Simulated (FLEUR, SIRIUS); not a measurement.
## Gd: programs and potentials compared

```
Gd
1.0
     3.63600    0.00000    0.00000
    -1.81800    3.14887    0.00000
     0.00000    0.00000    5.78260
Gd
2
Direct
  0.66667 0.33333 0.75000
  0.33333 0.66667 0.25000
```

Alike in all runs: task band structure; functional PBE; k mesh 8 × 8 × 5; occupations fermi-dirac, width 0.05 eV; collinear spin, ferromagnetic start; no spin-orbit coupling.

| program and potentials | plane-wave cutoff (eV) | notes | net moment per atom (μB) |
| --- | --- | --- | --- |
| SIRIUS, all-electron FP-LAPW (Koelling-Harmon valence), apw+lo standard | - | - | 7.58 |
| FLEUR, all-electron, FLAPW | - | - | 7.62 |
| SIRIUS, all-electron FP-LAPW (ZORA valence), apw+lo standard | - | - | 7.58 |

The net moment per atom spans 7.58 (SIRIUS, all-electron FP-LAPW (Koelling-Harmon valence), apw+lo standard) to 7.62 μB (FLEUR, all-electron, FLAPW), with all-electron results at 7.58 to 7.62. Runs that ended in another magnetic state (1) are left out. The state is the one that the start led to, which needn't be the lowest.

The functional is the same throughout but for its coding, so the spread measures potentials, basis and numerics; runs on potential files found faulty are left out.
